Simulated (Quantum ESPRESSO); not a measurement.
Runs of Quantum ESPRESSO 7.5 on Ge. Symmetry: I4_1/amd, No. 141, tetragonal system. Conventional cell: a = 5.149 Å, b = 5.149 Å, c = 2.795 Å, α = 90.00°, β = 90.00°, γ = 90.00°. Around Ge (site symmetry -4m2) lie 6 Ge at 2.67 to 2.79 Å. This isn't the form of Ge at room conditions, which is diamond.

```tsv
task	level	potentials or basis	spin	k mesh	cutoff (eV)	mesh quality	gap on the mesh (eV)	pressure (GPa)
band structure	PBEsol	GBRV 1.5 PBEsol	off	11 × 11 × 11	612	not flagged	none	-0.8
band structure	PBEsol	PseudoDojo 0.4.1 SR PBEsol standard	off	11 × 11 × 11	1061	not flagged	none	-0.6
single point	PBE	PseudoDojo 0.4 FR PBE standard	SOC, no magnetisation	4 × 4 × 4	1061	coarse	none	(a)
band structure	PBEsol	PseudoDojo 0.4 SR PBEsol stringent	off	11 × 11 × 11	1687	not flagged	none	-0.4
```

Alike in all rows: cell as given; smearing fermi-dirac 0.05 eV.

**Question.** Fill in the values left out.

**Answer.** (a) 3.1.

Caveats: some runs use coarse meshes.

A k mesh can miss the band edges, and rows without SOC leave out spin-orbit coupling on Ge.

A gap of «none» marks a metal or a gap under the smearing width.

The runs don't all hold the same shells in valence.
